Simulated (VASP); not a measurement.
A run of VASP 6.6.1:

The input INCAR:

```
PREC = Accurate ; ENCUT = 520
EDIFF = 1E-6 ; ISMEAR = 0
SIGMA = 0.05 ; LREAL = False
LASPH = True ; NELM = 150
ALGO = Fast ; ISIF = 2
LWAVE = False ; LCHARG = True
ISPIN = 2 ; MAGMOM = 0 0
LORBIT = 11 ; LMAXMIX = 4
LDAU = True ; LDAUTYPE = 2
LDAUL = 2 -1 ; LDAUU = 7 0
LDAUJ = 0 0 ; LDAUPRINT = 1
GGA = CA ; LELF = True
LVHAR = True ; NBANDS = 20
```

File KPOINTS:

```
Automatic mesh
0
Gamma
  7 7 7
```

File POSCAR:

```
MnO
1.0
    0.0000000000      2.2220003300      2.2220003300
    2.2220003300      0.0000000000      2.2220003300
    2.2220003300      2.2220003300      0.0000000000
Mn O
1 1
Direct
    0.0000000000      0.0000000000      0.0000000000
    0.5000000000      0.5000000000      0.5000000000
```

Potentials or basis: VASP PAW LDA potentials, release 64 (Mn_pv, O).

Launch:

```sh
$ cat potpaw_LDA.64/Mn_pv/POTCAR potpaw_LDA.64/O/POTCAR > POTCAR
$ mpirun -np 1 vasp_std > vasp.out
```

Hardware: 1 thread of Intel(R) Xeon(R) Platinum 8559C (Emerald Rapids) (shared host).

Question: How long does it take, and how much memory?

Answer: Wall time 12 s on 1 thread of Intel(R) Xeon(R) Platinum 8559C (Emerald Rapids) (shared host), peak memory 0.13 GiB. Counts: scf iterations 19, k points 20.
